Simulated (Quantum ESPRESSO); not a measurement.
# NbP (I4_1md) in Quantum ESPRESSO: a series of runs

The runs below take NbP through relaxation of cell and atoms, single point, with PBEsol.

All numbers are computed with Quantum ESPRESSO 7.5; they aren't measurements. Logs are shortened: lines on timing, memory, paths and dates and some standing lists are left out, and cuts for length are marked.

## (1) Starting point

The structure is tetragonal, space group I4_1md (No. 109). Conventional cell: a = 3.350 Å, b = 3.350 Å, c = 11.480 Å, α = 90.00°, β = 90.00°, γ = 90.00°. Nb (site symmetry 2mm) has 6 P at 2.55 Å as nearest neighbours. P (site symmetry 2mm) has 6 Nb at 2.55 Å as nearest neighbours.

The cell is a database's computed one.

## (2) Relaxation of cell and atoms, PBEsol, target pressure 20 GPa, at which the enthalpy is minimised

The input, pw.in:

```
&CONTROL
  calculation = 'vc-relax'
  prefix = 'pwscf'
  outdir = './tmp'
  pseudo_dir = './pseudo'
  tprnfor = .true.
  tstress = .true.
  disk_io = 'low'
  nstep = 40
  forc_conv_thr = 0.0004
  etot_conv_thr = 1d-05
/
&SYSTEM
  ibrav = 0
  nat = 4
  ntyp = 2
  ecutwfc = 52
  ecutrho = 414
  nbnd = 26
  occupations = 'smearing'
  smearing = 'fd'
  degauss = 0.00367493
/
&ELECTRONS
  conv_thr = 8d-10
  electron_maxstep = 120
  mixing_beta = 0.5
/
&IONS
  ion_dynamics = 'bfgs'
/
&CELL
  cell_dynamics = 'bfgs'
  press = 200
  press_conv_thr = 0.3
/
ATOMIC_SPECIES
Nb    92.9064 nb_pbesol_v1.uspp.F.UPF
P     30.9738 p_pbesol_v1.5.uspp.F.UPF
CELL_PARAMETERS bohr
  -3.1651462306    3.1651462306   10.8472323782
   3.1651462306   -3.1651462306   10.8472323782
   3.1651462306    3.1651462306  -10.8472323782
ATOMIC_POSITIONS bohr
Nb     3.1651462306    0.0000000000    5.4210302089
Nb     0.0000000000    0.0000000000   10.8446463980
P      0.0000000000    3.1651462306    7.2187847690
P      0.0000000000    0.0000000000    1.7951685799
K_POINTS automatic
8 8 8 0 0 0
```

Potentials or basis: GBRV 1.5 PBEsol.

The run is started by

```console
> OMP_NUM_THREADS=1 mpirun -n 2 pw.x -nk 2 -in pw.in > pw.out
```

pw.out:

```text
This program is part of the open-source Quantum ESPRESSO suite
     for quantum simulation of materials; please cite
         "P. Giannozzi et al., J. Phys.:Condens. Matter 21 395502 (2009);
         "P. Giannozzi et al., J. Phys.:Condens. Matter 29 465901 (2017);
         "P. Giannozzi et al., J. Chem. Phys. 152 154105 (2020);
     in publications or presentations arising from this work. More details at

     Message from routine setup:
     using ibrav=0 with symmetry is DISCOURAGED, use correct ibrav instead

     K-points division:     npool     =       2
     Subspace diagonalization in iterative solution of the eigenvalue problem:
     a serial algorithm will be used

     G-vector sticks info
     --------------------
     sticks:   dense  smooth     PW     G-vecs:    dense   smooth      PW
     Sum        3183    1601    581                61775    22045    4797

     Using Slab Decomposition

     bravais-lattice index     =            0
     lattice parameter (alat)  =      11.7345  a.u.
     unit-cell volume          =     434.6768 (a.u.)^3
     number of atoms/cell      =            4
     number of atomic types    =            2
     number of electrons       =        36.00
     number of Kohn-Sham states=           26
     kinetic-energy cutoff     =      52.0000  Ry
     charge density cutoff     =     414.0000  Ry
     scf convergence threshold =      8.0E-10
     mixing beta               =       0.5000
     number of iterations used =            8  plain     mixing
     energy convergence thresh.=      1.0E-05
     force convergence thresh. =      4.0E-04
     press convergence thresh. =      3.0E-01
     Exchange-correlation= SLA  PW   PSX  PSC
                           (   1   4  10   8   0   0   0)
     nstep                     =           40

     celldm(1)=  11.734511  celldm(2)=   0.000000  celldm(3)=   0.000000
     celldm(4)=   0.000000  celldm(5)=   0.000000  celldm(6)=   0.000000

     crystal axes: (cart. coord. in units of alat)
               a(1) = (  -0.269730   0.269730   0.924387 )
               a(2) = (   0.269730  -0.269730   0.924387 )
               a(3) = (   0.269730   0.269730  -0.924387 )

     reciprocal axes: (cart. coord. in units 2 pi/alat)
               b(1) = ( -0.000000  1.853708  0.540899 )
               b(2) = (  1.853708 -0.000000  0.540899 )
               b(3) = (  1.853708  1.853708  0.000000 )

     PseudoPot. # 1 for Nb read from file:
     nb_pbesol_v1.uspp.F.UPF
     Pseudo is Ultrasoft + core correction, Zval = 13.0
     Generated by new atomic code, or converted to UPF format
     Using radial grid of  887 points,  6 beta functions with:
                l(1) =   0
                l(2) =   0
                l(3) =   1
                l(4) =   1
                l(5) =   2
                l(6) =   2
     Q(r) pseudized with  6 coefficients,  rinner =    1.000   1.000   1.000
                                                       1.000   1.000

     PseudoPot. # 2 for P  read from file:
     p_pbesol_v1.5.uspp.F.UPF
     Pseudo is Ultrasoft + core correction, Zval =  5.0
     Generated by new atomic code, or converted to UPF format
     Using radial grid of  903 points,  6 beta functions with:
                l(1) =   0
                l(2) =   0
                l(3) =   1
                l(4) =   1
                l(5) =   2
                l(6) =   2
     Q(r) pseudized with  8 coefficients,  rinner =    1.300   1.300   1.300
                                                       1.300   1.300

     atomic species   valence    mass     pseudopotential
     Nb               13.00    92.90640     Nb( 1.00)
     P                 5.00    30.97380     P ( 1.00)

      8 Sym. Ops. (no inversion) found ( 4 have fractional translation)

   Cartesian axes

     site n.     atom                  positions (alat units)
         1        Nb     tau(   1) = (   0.2697297   0.0000000   0.4619732  )
         2        Nb     tau(   2) = (   0.0000000   0.0000000   0.9241669  )
         3        P      tau(   3) = (   0.0000000   0.2697297   0.6151756  )
         4        P      tau(   4) = (   0.0000000   0.0000000   0.1529820  )

     number of k points=    59  Fermi-Dirac smearing, width (Ry)=  0.0037
                       cart. coord. in units 2pi/alat
        k(    1) = (   0.0000000   0.0000000   0.0000000), wk =   0.0039062
        k(    2) = (   0.2317134   0.2317134   0.0000000), wk =   0.0156250
        k(    3) = (   0.4634269   0.4634269   0.0000000), wk =   0.0156250
        k(    4) = (   0.6951403   0.6951403   0.0000000), wk =   0.0156250
        k(    5) = (  -0.9268538  -0.9268538   0.0000000), wk =   0.0078125
        k(    6) = (   0.2317134  -0.0000000   0.0676124), wk =   0.0312500
[... 51 lines left out ...]
        k(   58) = (  -1.6219941  -0.2317134   0.0000000), wk =   0.0156250
        k(   59) = (  -1.8537076  -1.8537076  -0.5408989), wk =   0.0039062

     Dense  grid:    61775 G-vectors     FFT dimensions: (  80,  80,  80)

     Smooth grid:    22045 G-vectors     FFT dimensions: (  60,  60,  54)

     Initial potential from superposition of free atoms

     starting charge      35.9947, renormalised to      36.0000
     Starting wfcs are   34 randomized atomic wfcs

     Self-consistent Calculation

     iteration #  1     ecut=    52.00 Ry     beta= 0.50
     Davidson diagonalization with overlap
     ethr =  1.00E-02,  avg # of iterations =  3.2

     total energy              =    -266.94661346 Ry
     estimated scf accuracy    <       0.55116780 Ry
[... 50 lines left out ...]
     iteration #  9     ecut=    52.00 Ry     beta= 0.50
     Davidson diagonalization with overlap
     ethr =  5.32E-11,  avg # of iterations =  2.0

     End of self-consistent calculation

          k = 0.0000 0.0000 0.0000 (  2745 PWs)   bands (ev):

   -40.0245 -39.9872 -16.3226 -16.1240 -16.1240 -15.9790 -15.9790 -15.9380
     2.1230   4.5381   8.6491  11.7933  12.5974  12.5974  12.6711  13.0939
    13.4743  13.4743  15.6494  16.4151  17.4604  17.9630  17.9630  18.2176
    18.8876  18.8876
[... 381 lines left out ...]
   -40.0069 -39.9998 -16.1946 -16.1517 -16.1276 -16.0882 -16.0029 -15.9676
     3.0656   3.4822  10.3582  11.0258  11.5658  11.9664  12.1906  12.7930
    13.6135  14.5025  15.4855  16.6622  16.6623  17.3552  18.1590  18.4162
    19.0016  20.0816

          k =-0.0000 1.3903 0.0000 (  2744 PWs)   bands (ev):

   -39.9998 -39.9946 -16.2890 -16.1539 -16.1176 -16.1026 -16.0533 -15.9594
     3.6209   3.7691  10.0105  10.1228  11.5515  11.9529  12.1925  12.8205
    13.3043  14.7523  15.2846  15.9415  16.9014  17.3895  18.2136  18.4866
    18.8434  20.5958
[... 10 lines left out ...]
   -40.0059 -40.0059 -16.1335 -16.1335 -16.1320 -16.1320 -15.9707 -15.9707
     3.1054   3.1054  10.7959  10.7959  12.1285  12.1285  12.1389  12.1389
    14.3127  14.3127  16.0071  16.0071  17.1151  17.1151  18.3777  18.3777
    19.4970  19.4970

     the Fermi energy is    14.8118 ev

!    total energy              =    -267.13345745 Ry
     estimated scf accuracy    <          2.4E-10 Ry
     smearing contrib. (-TS)   =      -0.00056410 Ry
     internal energy E=F+TS    =    -267.13289335 Ry

     The total energy is F=E-TS. E is the sum of the following terms:
     one-electron contribution =     -42.48420159 Ry
     hartree contribution      =      39.28652987 Ry
     xc contribution           =     -48.59495416 Ry
     ewald contribution        =    -215.34026748 Ry

     convergence has been achieved in   9 iterations

     Forces acting on atoms (cartesian axes, Ry/au):

     atom    1 type  1   force =    -0.00000000   -0.00000000    0.00072016
     atom    2 type  1   force =    -0.00000000   -0.00000000    0.00072016
     atom    3 type  2   force =     0.00000000    0.00000000   -0.00072016
     atom    4 type  2   force =     0.00000000    0.00000000   -0.00072016

     Total force =     0.001440     Total SCF correction =     0.000002

     Computing stress (Cartesian axis) and pressure

          total   stress  (Ry/bohr**3)                   (kbar)     P=      -65.66
  -0.00044871   0.00000000   0.00000000          -66.01        0.00        0.00
  -0.00000000  -0.00044871   0.00000000           -0.00      -66.01        0.00
   0.00000000   0.00000000  -0.00044170            0.00        0.00      -64.98

     BFGS Geometry Optimization
     Energy error            =      1.4E-01 Ry
     Gradient error          =      7.2E-04 Ry/Bohr
     Cell gradient error     =      2.7E+02 kbar

     number of scf cycles    =   1
     number of bfgs steps    =   0

     enthalpy           new  =    -266.5424828407 Ry

     new trust radius        =       0.1885035855 bohr
     new conv_thr            =       0.0000000008 Ry

     new unit-cell volume =    378.41978 a.u.^3 (    56.07603 Ang^3 )
     density =      7.33675 g/cm^3

CELL_PARAMETERS (bohr)
  -3.022059239   3.022059239  10.358762916
   3.022059239  -3.022059239  10.358762916
   3.022059239   3.022059239 -10.358762916

ATOMIC_POSITIONS (bohr)
Nb               3.0220592392       -0.0000000000        5.1775996562
Nb              -0.0000000000        0.0000000000       10.3569811141
P                0.0000000000        3.0220592392        6.8930227931
P               -0.0000000000        0.0000000000        1.7136413351

     NEW-OLD atomic charge density approx. for the potential
     New effective cutoffs (rho, wfc):  454.04   57.03

     Self-consistent Calculation

     iteration #  1     ecut=    52.00 Ry     beta= 0.50
     Davidson diagonalization with overlap
     ethr =  1.00E-06,  avg # of iterations =  9.1

     total energy              =    -267.10019494 Ry
     estimated scf accuracy    <       0.00728877 Ry

[... 44 further cycles ...]
     iteration #  2     ecut=    52.00 Ry     beta= 0.50
     Davidson diagonalization with overlap
     ethr =  1.31E-03,  avg # of iterations =  2.2

     total energy              =    -267.09564767 Ry
     estimated scf accuracy    <       0.11380374 Ry
[... 57 lines left out ...]
     iteration # 11     ecut=    52.00 Ry     beta= 0.50
     Davidson diagonalization with overlap
     ethr =  1.00E-13,  avg # of iterations =  4.4

     End of self-consistent calculation

          k = 0.0000 0.0000 0.0000 (  2451 PWs)   bands (ev):

   -37.4667 -37.3926 -13.9733 -13.6179 -13.6179 -13.4318 -13.4318 -13.3282
     3.6977   6.6365  10.3776  13.6275  14.5804  14.6066  14.6066  15.1903
    15.6146  15.6146  17.8111  18.8448  20.2020  20.5832  20.5832  20.9567
    21.6101  21.6101
[... 402 lines left out ...]
   -37.4298 -37.4298 -13.6590 -13.6590 -13.6369 -13.6369 -13.4118 -13.4118
     4.8814   4.8814  12.8398  12.8398  13.8683  13.8683  14.0231  14.0231
    16.5868  16.5868  18.2856  18.2856  19.8391  19.8391  21.4258  21.4258
    22.0849  22.0849

     the Fermi energy is    17.0217 ev

!    total energy              =    -267.11535237 Ry
     estimated scf accuracy    <          2.7E-12 Ry
     smearing contrib. (-TS)   =      -0.00044140 Ry
     internal energy E=F+TS    =    -267.11491097 Ry

     The total energy is F=E-TS. E is the sum of the following terms:
     one-electron contribution =     -30.31913615 Ry
     hartree contribution      =      36.43850018 Ry
     xc contribution           =     -49.09599112 Ry
     ewald contribution        =    -224.13828389 Ry

     convergence has been achieved in  11 iterations

     Forces acting on atoms (cartesian axes, Ry/au):

     atom    1 type  1   force =    -0.00000000   -0.00000000    0.00000165
     atom    2 type  1   force =    -0.00000000   -0.00000000    0.00000165
     atom    3 type  2   force =     0.00000000    0.00000000   -0.00000165
     atom    4 type  2   force =     0.00000000    0.00000000   -0.00000165

     Total force =     0.000003     Total SCF correction =     0.000000
     SCF correction compared to forces is large: reduce conv_thr to get better values

     Computing stress (Cartesian axis) and pressure

          total   stress  (Ry/bohr**3)                   (kbar)     P=      199.35
   0.00135541  -0.00000000  -0.00000000          199.39       -0.00       -0.00
  -0.00000000   0.00135541  -0.00000000           -0.00      199.39       -0.00
  -0.00000000  -0.00000000   0.00135471           -0.00       -0.00      199.29

=------------------------------------------------------------------------------=
   JOB DONE.
=------------------------------------------------------------------------------=
```

Wall time 12 min (2 MPI ranks of Arm Neoverse V2, shared host); peak memory 0.46 GiB.

What came out:

```
Free energy                                            : -3634.2895 eV
Relaxed volume                                         : 14.29 Å³/atom
Relaxed cell                                           : a = 5.887 Å, b = 5.887 Å, c = 5.887 Å, α = 147.98°, β = 147.98°, γ = 45.91°
Space group after relaxing (to 0.05 Å)                 : I4_1md (No. 109)
Energy change on relaxing (the enthalpy is what falls) : +61.0 meV/atom
Ionic steps                                            : 8
Pressure after relaxing                                : 19.9 GPa
Band gap on the k mesh                                 : none (metal or under the smearing width)
```

Step by step:
```
step  energy change (eV)  largest force (eV/Å)  pressure (GPa)  volume (Å³)
   1              0.0000                0.0185           -6.57        64.41
   2              0.4225                0.0672           26.64        56.08
   3              0.2105                0.1006           18.90        57.52
   4              0.2263                0.1001           19.54        57.35
   5              0.2358                0.0754           19.85        57.25
   6              0.2463                0.0192           20.08        57.15
   7              0.2448                0.0065           20.02        57.16
   8              0.2442                0.0000           20.00        57.17
```

Final structure:
```
Nb P
1.0
    -1.62367    1.62367    5.42121
     1.62367   -1.62367    5.42121
     1.62367    1.62367   -5.42121
Nb P
2 2
Direct
  0.25093 0.75093 0.50000
  0.50093 0.50093 0.00000
  0.83169 0.33169 0.50000
  0.08169 0.08169 0.00000
```

Caveat: the k mesh is coarse.

[end of part 1 of 2]
